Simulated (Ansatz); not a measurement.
A: LaAlO3 (R-3c-perovskite type, space group R-3c), a = b = 5.412 Å, c = 13.193 Å, α = β = 90.00°, γ = 120.00°
B: TiAl (CuAu type, space group P4/mmm), a = 2.8241 Å, b = 2.8241 Å, c = 4.0706 Å, α = 90.00°, β = 90.00°, γ = 90.00°
C: CdS (wurtzite), a = b = 4.197 Å, c = 6.830 Å, α = β = 90.00°, γ = 120.00°
D: WSi2 (MoSi2 type, space group I4/mmm), a = 3.2294 Å, b = 3.2294 Å, c = 7.8677 Å, α = 90.00°, β = 90.00°, γ = 90.00°

Scan: energy against volume (even scaling of the relaxed cell, symmetry kept). One method and one kind of scan serve all of them; meshes and ranges differ. All were relaxed with their symmetry unable to fall. LaAlO3 is run without spin polarisation. Spin-orbit coupling is left out. The PAW data are Ansatz's earlier set. TiAl is run without spin polarisation. WSi2 is run without spin polarisation.

Q: Rank these by bulk modulus at fixed cell shape (fitted) (highest first), as PBE (plane waves to 420 eV, PAW, scalar-relativistic; Ansatz, a program for electronic structure) gives it.

A: D (218 GPa), A (179 GPa), B (113 GPa), C (53.1 GPa)

(Under strain, the slope of the energy per volume gives the stress and its curvature an elastic modulus.)
